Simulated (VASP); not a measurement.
# GaAs (F-43m) in VASP: elastic constants with r2SCAN

Aim: the elastic constants of GaAs with r2SCAN.

Program: VASP 6.6.1. These are calculated values, not measurements. Logs are shortened: lines on timing, memory, paths and dates and some standing lists are left out, and cuts for length are marked.

### Step 1. Starting point

It takes space group F-43m (No. 216, cubic). Conventional cell: a = 5.750 Å, b = 5.750 Å, c = 5.750 Å, α = 90.00°, β = 90.00°, γ = 90.00°. Ga (site symmetry -43m) is surrounded by 4 As at 2.49 Å. As (site symmetry -43m) has 4 Ga at 2.49 Å as nearest neighbours.

The cell is a database's computed one.

### Step 2. Elastic constants, r2SCAN

POSCAR

```
GaAs
1.0
    0.0000000000      2.8750910500      2.8750910500
    2.8750910500      0.0000000000      2.8750910500
    2.8750910500      2.8750910500      0.0000000000
Ga As
1 1
Direct
    0.0000000000      0.0000000000      0.0000000000
    0.7500000000      0.7500000000      0.7500000000
```

INCAR.step1

```
SYSTEM = GaAs
PREC = Accurate
ENCUT = 600
EDIFF = 1E-8
ISMEAR = 0
SIGMA = 0.1
LREAL = .False.
LASPH = .True.
NELM = 60
ALGO = Normal
ISIF = 3
LWAVE = .False.
LCHARG = .False.
METAGGA = R2SCAN
LMIXTAU = .True.
IBRION = 2
NSW = 40
EDIFFG = -0.002
```

INCAR.step2

```
SYSTEM = GaAs
PREC = Accurate
ENCUT = 600
EDIFF = 1E-8
ISMEAR = 0
SIGMA = 0.1
LREAL = .False.
LASPH = .True.
NELM = 60
ALGO = Normal
ISIF = 3
LWAVE = .False.
LCHARG = .False.
METAGGA = R2SCAN
LMIXTAU = .True.
IBRION = 6
NFREE = 2
POTIM = 0.015
NSW = 1
```

KPOINTS

```
regular mesh
0
Gamma
  10 10 10
  0 0 0
```

Potentials or basis: VASP PAW PBE potentials, release 64 (Ga_d, As).

Launch:

```console
cat potpaw_PBE.64/Ga_d/POTCAR potpaw_PBE.64/As/POTCAR > POTCAR
cp INCAR.step1 INCAR
mpirun -np 1 vasp_std > vasp.out
cp CONTCAR POSCAR
cp INCAR.step2 INCAR
mpirun -np 1 vasp_std > vasp.out
```

OUTCAR:

```text
SYSTEM = GaAs
   PREC = Accurate
   ENCUT = 600
   EDIFF = 1E-8
   ISMEAR = 0
   LREAL = .False.
   LASPH = .True.
   NELM = 60
   ISIF = 3
   METAGGA = R2SCAN
   IBRION = 6
   NFREE = 2
   POTIM = 0.015
   NSW = 1

 ion  position               nearest neighbor table
   1  0.000  0.000  0.000-   2 2.45   2 2.45   2 2.45   2 2.45
   2  0.750  0.750  0.750-   1 2.45   1 2.45   1 2.45   1 2.45

  LATTYP: Found a face centered cubic cell.
 ALAT       =     5.6687479865

  Lattice vectors:

 A1 = (   0.0000000000,   2.8343739933,   2.8343739933)
 A2 = (   2.8343739933,   0.0000000000,   2.8343739933)
 A3 = (   2.8343739933,   2.8343739933,   0.0000000000)

Analysis of symmetry for initial positions (statically):
=====================================================================
 Subroutine PRICEL returns:
 Original cell was already a primitive cell.

 Routine SETGRP: Setting up the symmetry group for a
 face centered cubic supercell.

 Subroutine GETGRP returns: Found 24 space group operations
 (whereof 24 operations were pure point group operations)
 out of a pool of 48 trial point group operations.

The static configuration has the point symmetry T_d .

Analysis of symmetry for dynamics (positions and initial velocities):
=====================================================================
 Subroutine PRICEL returns:
 Original cell was already a primitive cell.

 Routine SETGRP: Setting up the symmetry group for a
 face centered cubic supercell.

 Subroutine GETGRP returns: Found 24 space group operations
 (whereof 24 operations were pure point group operations)
 out of a pool of 48 trial point group operations.

The dynamic configuration has the point symmetry T_d .

 Subroutine INISYM returns: Found 24 space group operations
 (whereof 24 operations are pure point group operations),
 and found     1 'primitive' translations

----------------------------------------------------------------------------------------

                                     Primitive cell

  volume of cell :      45.5409

  direct lattice vectors                    reciprocal lattice vectors
     0.000000000  2.834373993  2.834373993    -0.176405796  0.176405796  0.176405796
     2.834373993  0.000000000  2.834373993     0.176405796 -0.176405796  0.176405796
     2.834373993  2.834373993  0.000000000     0.176405796  0.176405796 -0.176405796

  length of vectors
     4.008410142  4.008410142  4.008410142     0.305543801  0.305543801  0.305543801

  position of ions in fractional coordinates (direct lattice)
     0.000000000  0.000000000  0.000000000
     0.750000000  0.750000000  0.750000000

  ion indices of the primitive-cell ions
   primitive index   ion index
                 1           1
                 2           2

----------------------------------------------------------------------------------------

 KPOINTS: regular mesh

Automatic generation of k-mesh.
 Grid dimensions read from file:
 generate k-points for:   10   10   10

 Generating k-lattice:

  Cartesian coordinates                     Fractional coordinates (reciprocal lattice)
    -0.017640580  0.017640580  0.017640580     0.100000000  0.000000000  0.000000000
     0.017640580 -0.017640580  0.017640580     0.000000000  0.100000000  0.000000000
[... 111 lines left out ...]

  FORCE on cell =-STRESS in cart. coord.  units (eV):
  Direction    XX          YY          ZZ          XY          YZ          ZX
  --------------------------------------------------------------------------------------
  -------------------------------------------------------------------------------------
  Total       -0.0004583     -0.0004583     -0.0004583      0.0000000      0.0000000     -0.0000000
  in kB       -0.0161251     -0.0161251     -0.0161251      0.0000000      0.0000000     -0.0000000
  external PRESSURE =      -0.0161251 kB  Pullay stress =       0.0000000 kB
[... 89 lines left out ...]
  FREE ENERGIE OF THE ION-ELECTRON SYSTEM (eV)
  ---------------------------------------------------
  free  energy   TOTEN  =       -27.0533471183 eV

  energy  without entropy=      -27.0533471183  energy(sigma->0) =      -27.05334712

[... ionic steps 4 to 14 ...]

--------------------------------------- Ionic step       15  -------------------------------------------

 number of electron      18.0000006 magnetization

------------------------ aborting loop because EDIFF is reached ----------------------------------------
[... 67 lines left out ...]
--------------------------------------- Ionic step       17  -------------------------------------------

 number of electron      18.0000010 magnetization

 Free energy of the ion-electron system (eV)
  ---------------------------------------------------
  ext. energy  EPLUGINS =         0.00000000
  ---------------------------------------------------
  free energy    TOTEN  =       -27.05595916 eV

  energy without entropy =      -27.05595916  energy(sigma->0) =      -27.05595916

 E-fermi :   4.0341     XC(G=0): -10.2176

 val. band max:        3.6499007336   @ k =   0.0000   0.0000   0.0000
 cond. band min:       4.5351550102   @ k =   0.0000   0.0000   0.0000
 fundamental gap:      0.8852542766
 Fermi energy:         4.0341447558

 k-point     1 :       0.0000    0.0000    0.0000
  band No.  band energies     occupation
      1     -11.6206      2.00000
      2     -11.6192      2.00000
      3     -11.6173      2.00000
      4     -11.5313      2.00000
      5     -11.5313      2.00000
      6      -9.5486      2.00000
      7       3.5554      2.00000
      8       3.6037      2.00000
      9       3.6499      2.00000
     10       4.5352      0.00000
     11       7.6111      0.00000
     12       7.6418      0.00000
     13       7.6748      0.00000
[... 354 lines left out ...]
  band No.  band energies     occupation
      1     -11.7170      2.00000
      2     -11.5814      2.00000
      3     -11.5798      2.00000
      4     -11.5493      2.00000
      5     -11.5212      2.00000
      6      -7.7511      2.00000
      7      -2.1413      2.00000
      8       0.9522      2.00000
      9       1.3021      2.00000
     10       5.7499      0.00000
     11       6.8064      0.00000
     12      11.3801      0.00000
     13      12.0064      0.00000

 [... further k-points ...]
[... 5 lines left out ...]
  --------------------------------------------------------------------------------------
  -------------------------------------------------------------------------------------
  Total       -0.0000851      0.0021858      0.0021858      0.0000000     -0.1053320      0.0000000
  in kB       -0.0029950      0.0768977      0.0768977      0.0000000     -3.7056932      0.0000000
  external PRESSURE =       0.0502668 kB  Pullay stress =       0.0000000 kB
[... 17 lines left out ...]
  FREE ENERGIE OF THE ION-ELECTRON SYSTEM (eV)
  ---------------------------------------------------
  free  energy   TOTEN  =       -27.0559591624 eV

  energy  without entropy=      -27.0559591623  energy(sigma->0) =      -27.05595916

 INTERNAL STRAIN TENSORS FROM STRAINED CELLS
 ============================================

 INTERNAL STRAIN TENSOR FOR ION    1 for displacements in x,y,z  (eV/Angst):
          X           Y           Z          XY          YZ          ZX
  --------------------------------------------------------------------------------
  x     0.00000    -0.00000     0.00000     0.00000    -6.95515     0.00000
  y     0.00000    -0.00000     0.00000    -0.00000    -0.00000    -6.95358
  z     0.00000    -0.00000    -0.00000    -6.95305    -0.00000     0.00000

 INTERNAL STRAIN TENSORS FROM DISPLACED ATOMS
 ============================================

 INTERNAL STRAIN TENSOR FOR ION    1 for displacements in x,y,z  (eV/Angst):
          X           Y           Z          XY          YZ          ZX
  --------------------------------------------------------------------------------
  x     0.00000    -0.00000    -0.00000     0.00000    -6.92269     0.00000
  y     0.00000     0.00000     0.00000     0.00000     0.00000    -6.92269
  z    -0.00000    -0.00000     0.00000    -6.92269     0.00000     0.00000

 INTERNAL STRAIN TENSOR FOR ION    2 for displacements in x,y,z  (eV/Angst):
          X           Y           Z          XY          YZ          ZX
  --------------------------------------------------------------------------------
  x    -0.00000     0.00000     0.00000     0.00000     6.99641     0.00000
  y     0.00000     0.00000     0.00000     0.00000     0.00000     6.99641
  z     0.00000     0.00000    -0.00000     6.99641     0.00000     0.00000

 Eigenvectors and eigenvalues of the dynamical matrix
 ----------------------------------------------------

   1 f  =    7.946609 THz    49.930015 2PiTHz  265.070333 cm-1    32.864518 meV
             X         Y         Z           dx          dy          dz
      0.000000  0.000000  0.000000     0.000000    0.716304    0.000000
      4.251561  4.251561  4.251561     0.000000   -0.697788    0.000000
[... 21 lines left out ...]
   6 f/i=    0.038797 THz     0.243769 2PiTHz    1.294129 cm-1     0.160452 meV
             X         Y         Z           dx          dy          dz
      0.000000  0.000000  0.000000     0.000000    0.000000   -0.697788
      4.251561  4.251561  4.251561     0.000000    0.000000   -0.716304

--------------------------------------------------------------------------------------------------------

 ELASTIC MODULI CONTR FROM IONIC RELAXATION (kBar)
 Direction    XX          YY          ZZ          XY          YZ          ZX
 --------------------------------------------------------------------------------
 XX          -0.0000     -0.0000      0.0000     -0.0000      0.0000      0.0000
 YY          -0.0000     -0.0000     -0.0000     -0.0000     -0.0000      0.0000
 ZZ           0.0000     -0.0000     -0.0000      0.0000     -0.0000      0.0000
 XY          -0.0000     -0.0000      0.0000   -182.5521      0.0000     -0.0000
 YZ           0.0000     -0.0000     -0.0000      0.0000   -182.5521      0.0000
 ZX           0.0000      0.0000      0.0000     -0.0000      0.0000   -182.5521
 --------------------------------------------------------------------------------

 TOTAL ELASTIC MODULI (kBar)
 Direction    XX          YY          ZZ          XY          YZ          ZX
 --------------------------------------------------------------------------------
 XX        1171.4496    496.6964    496.6964      0.0000      0.0000      0.0000
 YY         496.6964   1171.4496    496.6964      0.0000     -0.0000     -0.0000
 ZZ         496.6964    496.6964   1171.4496      0.0000     -0.0000      0.0000
 XY           0.0000      0.0000      0.0000    596.0388      0.0000     -0.0000
 YZ           0.0000     -0.0000     -0.0000      0.0000    596.0388      0.0000
 ZX           0.0000     -0.0000      0.0000     -0.0000      0.0000    596.0388
 --------------------------------------------------------------------------------
```

Run time: 63 min. Hardware: 1 thread of Intel Xeon Platinum 8488C (Sapphire Rapids), shared host; peak memory 0.47 GiB.

What came out:

* Relaxed volume: 22.77 Å³/atom
* Relaxed cell: a = 4.008 Å, b = 4.008 Å, c = 4.008 Å, α = 60.00°, β = 60.00°, γ = 60.00°
* Space group after relaxing (to 0.05 Å): F-43m (No. 216)
* Elastic constants C11, C12, C44: 117, 50, 60 GPa
* Voigt bulk modulus: 72 GPa
* Highest phonon frequency at Γ, LO-TO splitting left out: 265 cm⁻¹

Step by step:
| step | energy change (eV) | largest force (eV/Å) | pressure (GPa) | volume (Å³) |
| --- | --- | --- | --- | --- |
| 1 | 0.0000 | 0.0000 | -2.83 | 47.53 |
| 2 | -0.0152 | 0.0000 | 1.40 | 44.70 |
| 3 | -0.0187 | 0.0000 | 0.04 | 45.51 |
| 4 | -0.0187 | 0.0000 | -0.03 | 45.55 |
| 5 | -0.0187 | 0.0000 | -0.03 | 45.55 |
| 6 | -0.0187 | 0.0000 | -0.03 | 45.55 |
| 7 | -0.0187 | 0.0000 | -0.03 | 45.55 |
| 8 | -0.0187 | 0.0000 | -0.03 | 45.55 |
| 9 | -0.0187 | 0.0000 | -0.03 | 45.55 |
| 10 | -0.0187 | 0.0000 | -0.03 | 45.55 |
| 11 | -0.0187 | 0.0000 | -0.02 | 45.55 |
| 12 | -0.0187 | 0.0000 | -0.03 | 45.55 |
| 13 | -0.0187 | 0.0000 | -0.03 | 45.55 |
| 14 | -0.0187 | 0.0000 | -0.02 | 45.55 |
| 15 | -0.0187 | 0.0000 | -0.02 | 45.55 |
| 16 | -0.0187 | 0.0000 | -0.02 | 45.55 |
| 17 | -0.0187 | 0.0000 | 0.00 | 45.54 |

Final structure:
```
Ga As
1.0
     0.00000    2.83437    2.83437
     2.83437    0.00000    2.83437
     2.83437    2.83437    0.00000
Ga As
1 1
Cartesian
  0.0000 0.0000 0.0000
  4.2516 4.2516 4.2516
```

Phonon frequencies in cm⁻¹ (negative: imaginary):
| q point | frequencies |
| --- | --- |
| (0.000, 0.000, 0.000) | -1 -1 -1 265 265 265 |

Elastic tensor in Voigt notation (GPa, in the Cartesian axes of the cell as first typed):
```
117  50  50   0   0   0
 50 117  50   0   0   0
 50  50 117   0   0   0
  0   0   0  60   0   0
  0   0   0   0  60   0
  0   0   0   0   0  60
```

Clamped-ion elastic tensor (GPa):
```
117  50  50   0   0   0
 50 117  50   0   0   0
 50  50 117   0   0   0
  0   0   0  78   0   0
  0   0   0   0  78   0
  0   0   0   0   0  78
```

Caveat: the PAW data sets were made with another functional, which shifts forces and pressure a little.
